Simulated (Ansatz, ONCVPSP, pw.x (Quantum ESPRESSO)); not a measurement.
**From atom to crystal: ONCV potential for Ga (Z = 31)**

```
Element                 : gallium
Generator               : ONCVPSP 4.0.1.1 (patched build)
Type                    : optimised norm-conserving Vanderbilt (ONCV)
Functional              : PBE
Relativity              : scalar-relativistic
Frozen core             : [Ar] 3d10
Valence charge          : 3
Reference configuration : 4s2 4p1
Partial waves           : 4s: rc 2.10 bohr, ncon 4, nbas 7, qcut 3 1/bohr, 2 projectors, debl 2.7 Ha; 4p: rc 2.30 bohr, ncon 4, nbas 9, qcut 3.9 1/bohr, 2 projectors, debl 3.9 Ha
Local potential         : polynomial inside 1.95 bohr (lpopt 5, dvloc0 6 Ha)
Core correction         : Teter function, parameters optimised by the program
```

Crystal test: fcc Ga in pw.x 7.5, no spin, 13³ k-points, Fermi–Dirac smearing 0.01 Ry, cutoffs 60/240 Ry. The reference is all-electron LAPW (Ansatz 0.2.0) with the same functional, mesh and smearing; V0 and B0 come from Birch–Murnaghan fits to the pressures at five volumes. Errors are pseudo minus all-electron; Δ is the rms difference of the E(V) curves that follow from these fits, minima aligned, over ±6 % about the mean V0. Mesh and smearing are coarse, so the numbers serve the comparison and aren't converged zero-temperature values; the lattice is a test structure that the element need not adopt.

```json
{"V (Å³/atom)": "18.074", "P all-electron (GPa)": "2.74", "P pseudo (GPa)": "-5.88"}
{"V (Å³/atom)": "18.549", "P all-electron (GPa)": "1.23", "P pseudo (GPa)": "-6.69"}
{"V (Å³/atom)": "19.025", "P all-electron (GPa)": "-0.07", "P pseudo (GPa)": "-7.36"}
{"V (Å³/atom)": "19.501", "P all-electron (GPa)": "-1.20", "P pseudo (GPa)": "-7.92"}
{"V (Å³/atom)": "19.976", "P all-electron (GPa)": "-2.17", "P pseudo (GPa)": "-8.37"}
```

All-electron: a0 = 4.236 Å (V0 = 19.00 Å³/atom), B0 = 48.8 GPa.

Pseudopotential: mean pressure error (GPa): -7.35. The pressure does not cross zero within the volumes sampled, so no fit is given. This is a poor potential for the solid.

Problem. At the middle volume, how do free energy and pressure move when the wave cutoff is lowered (ecutrho kept at four times it)?

Solution.

| cutoff (Ry) | shift of F (meV/atom) | shift of P (GPa) |
| --- | --- | --- |
| 27 | +46.8 | -0.10 |
| 36 | +39.5 | -0.40 |
| 48 | +9.8 | -0.47 |

The run at the middle volume (84 k-points, 6 iterations) took about 13 s on one core of a shared host (Neoverse-N1, 64 threads, 124 GiB, load 54).
